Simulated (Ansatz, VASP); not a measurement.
KI in VASP and in Ansatz

```
K I
1.0
     0.00000    3.52455    3.52455
     3.52455    0.00000    3.52455
     3.52455    3.52455    0.00000
K I
1 1
Direct
  0.94734 0.05266 0.00000
  0.50000 0.50000 0.50000
```

Change from the starting cell: all K atoms moved +0.263 Å, as atom 1 along Cartesian [1 -1 0].

Alike in both runs: task single point; functional PBE; k mesh 6 × 6 × 6; occupations gaussian, width 0.05 eV; no spin polarisation.

|  | VASP | Ansatz |
| --- | --- | --- |
| version | VASP 6.6.1 | Ansatz 0.2.0 |
| potentials or method | VASP PAW PBE potentials, release 64 (K_sv, I) | scalar-relativistic, plane waves, PAW |
| plane-wave cutoff (eV) | 520 | 420 |
| valence electrons in the cell | 16 | 26 |

```tsv
	VASP	Ansatz	Ansatz less VASP
gap on the k mesh at the Fermi level (eV)	3.99	4.00	+0.004
least direct gap on the mesh (eV)	3.99	4.00	+0.004
pressure (GPa)	1.0	1.0	-0.04
largest component of the traceless stress (GPa)	0.36	0.36	-0.004
rms of the force components (eV/Å)	0.178	0.176	-0.0018
```

Atom by atom the forces differ by 0.002 eV/Å (rms over components). The two sets of potentials don't hold the same shells in valence.

Caveats: spin-orbit coupling is left out, which moves the levels of the heavy elements.
